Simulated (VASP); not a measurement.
# SnTe in VASP 6.6.1, single-point calculation

INCAR

```
ISMEAR = -1
PREC = Accurate
EDIFF = 1E-5
ISIF = 2
LREAL = .FALSE.
NSW = 0
IBRION = -1
NBANDS = 17
LWAVE = .FALSE.
LASPH = .TRUE.
ENCUT = 200
NELM = 120
SIGMA = 0.02
LCHARG = .FALSE.
GGA = PE
```

KPOINTS

```
KPOINTS created by Atomic Simulation Environment
0
Gamma
6 6 6
0 0 0
```

POSCAR

```
Sn Te
 1.0000000000000000
     0.0940795803750001    3.5839840136749999    3.5839840136743435
     3.5839840136749999    0.0940795803750001    3.5839840136743435
     3.6780635940000002    3.6780635940000002   -0.0000000000513124
 Sn  Te
   1   1
Cartesian
  0.0000000000002641  0.0000000000002641  0.0378667469218555
  1.8390317970122361  1.8390317970122361  1.7541252599024879
```

The recommended PBE PAW datasets give the neutral cell 20 valence electrons.

Command

```
mpirun -np 1 vasp_std
```

OSZICAR

```
N       E                     dE             d eps       ncg     rms          rms(c)
DAV:   1     0.806028437954E+02    0.80603E+02   -0.62009E+03  1613   0.576E+02
DAV:   2    -0.209550880718E+01   -0.82698E+02   -0.81275E+02  1922   0.184E+02
DAV:   3    -0.702118137540E+01   -0.49257E+01   -0.49175E+01  1835   0.506E+01
DAV:   4    -0.710021291659E+01   -0.79032E-01   -0.79022E-01  1896   0.659E+00
DAV:   5    -0.710195415690E+01   -0.17412E-02   -0.17412E-02  1871   0.804E-01    0.474E+00
DAV:   6    -0.696012866346E+01    0.14183E+00   -0.37164E-01  1916   0.299E+00    0.307E+00
DAV:   7    -0.695923469209E+01    0.89397E-03   -0.89656E-02  1652   0.121E+00    0.113E+00
DAV:   8    -0.696065820383E+01   -0.14235E-02   -0.10730E-02  1752   0.651E-01    0.278E-01
DAV:   9    -0.696132019858E+01   -0.66199E-03   -0.18745E-03  1631   0.249E-01    0.640E-02
DAV:  10    -0.696156751776E+01   -0.24732E-03   -0.37929E-04  1744   0.108E-01    0.305E-02
DAV:  11    -0.696170374205E+01   -0.13622E-03   -0.22184E-04  1607   0.619E-02    0.342E-02
DAV:  12    -0.696170478069E+01   -0.10386E-05   -0.61063E-06  1448   0.134E-02
   1 F= -.69617048E+01 E0= -.69616899E+01  d E =-.298305E-04
```

From OUTCAR

```
k-points           NKPTS =     46   k-points in BZ     NKDIM =     46   number of bands    NBANDS=     17

   NELECT =      20.0000    total number of electrons

   dimension x,y,z NGX =    24 NGY =   24 NGZ =   24
   dimension x,y,z NGXF=    48 NGYF=   48 NGZF=   48

  energy-cutoff  :      200.00
  volume of cell :       92.01
      direct lattice vectors                 reciprocal lattice vectors
     0.094079580  3.583984014  3.583984014    -0.143270399  0.143270399  0.139509551
     3.583984014  0.094079580  3.583984014     0.143270399 -0.143270399  0.139509551
     3.678063594  3.678063594 -0.000000000     0.135941097  0.135941097 -0.139509551

 k-points in reciprocal lattice and weights: KPOINTS created by Atomic Simulation Env
   0.00000000  0.00000000  0.00000000       0.005
   0.16666667 -0.00000000  0.00000000       0.019
   0.33333333 -0.00000000  0.00000000       0.019
   0.50000000  0.00000000  0.00000000       0.009
   0.16666667  0.16666667  0.00000000       0.009
   0.33333333  0.16666667  0.00000000       0.019
   0.50000000  0.16666667  0.00000000       0.019
  -0.33333333  0.16666667 -0.00000000       0.019
   ...

 E-fermi :   3.3533

 k-point     1 :       0.0000    0.0000    0.0000
  band No.  band energies     occupation
      1     -18.5250      2.00000
      2     -18.5183      2.00000
      3     -18.5147      2.00000
      4     -18.5121      2.00000
      5     -18.5112      2.00000
      6      -8.2623      2.00000
      7      -1.7659      2.00000
      8       1.3014      2.00000
      9       1.3932      2.00000
     10       1.5088      2.00000
     11       4.3050      0.00000
     12       4.3924      0.00000
     13       4.4573      0.00000
     14       7.5124      0.00000
     15       9.8095      0.00000
     16       9.8409      0.00000
     17      10.9816      0.00000

 k-point     2 :       0.1667   -0.0000    0.0000
  band No.  band energies     occupation
      1     -18.5239      2.00000
      2     -18.5170      2.00000
      3     -18.5162      2.00000
      4     -18.5122      2.00000
      5     -18.5043      2.00000
      6      -8.1365      2.00000
      7      -2.3052      2.00000
      8       1.1334      2.00000
      9       1.2464      2.00000
     10       1.5138      2.00000
     11       4.6040      0.00000
     12       4.6096      0.00000
     13       4.7637      0.00000
     14       8.3564      0.00000
     15       9.2091      0.00000
     16       9.3483      0.00000
     17      10.5309      0.00000

 k-point     3 :       0.3333   -0.0000    0.0000
  band No.  band energies     occupation
      1     -18.5284      2.00000
      2     -18.5205      2.00000
      3     -18.5152      2.00000
      4     -18.5150      2.00000
      5     -18.5082      2.00000
      6      -7.8423      2.00000
      7      -3.2263      2.00000
      8       0.8651      2.00000
      9       0.9565      2.00000
     10       1.3118      2.00000
     11       5.0179      0.00000
     12       5.0467      0.00000
     13       5.9032      0.00000
     14       8.8486      0.00000
     15       9.2754      0.00000
     16       9.6443      0.00000
     17      10.9459      0.00000

 ...

  Total       -2.9254758     -2.9254758     -2.9439742      0.2588242     -0.0000000     -0.0000000
  in kB      -50.9422674    -50.9422674    -51.2643853      4.5069909     -0.0000000     -0.0000000
  external PRESSURE =     -51.0496401 kB  Pullay stress =       0.0000000 kB

 POSITION                                       TOTAL-FORCE (eV/Angst)
 -----------------------------------------------------------------------------------
      3.67806      3.67806      0.03787         0.000000      0.000000      0.013240
      1.83903      1.83903      1.75413        -0.000000     -0.000000     -0.013240
 -----------------------------------------------------------------------------------
    total drift:                               -0.000007     -0.000007      0.001196

  FREE ENERGIE OF THE ION-ELECTRON SYSTEM (eV)
  ---------------------------------------------------
  free  energy   TOTEN  =        -6.9617047807 eV

  energy  without entropy=       -6.9616749502  energy(sigma->0) =       -6.96168987
```

It converged. Results: gap between bands v and c on the k mesh 0.23 eV; least direct gap on the k mesh 0.77 eV; pressure -5.1 GPa; largest force 0.01 eV/Å. Band v is the last that the valence electrons fill when counted band by band, and c is the next.

These settings aren't sound, so the numbers aren't properties of the crystal.

On sound settings PBE gives a gap of 0.23 eV on its mesh and a pressure of 0.5 GPa for the intended cell.

The run took about 11 s on one core of a shared host (Intel Xeon Platinum 8488C) and held 0.14 GiB at most.
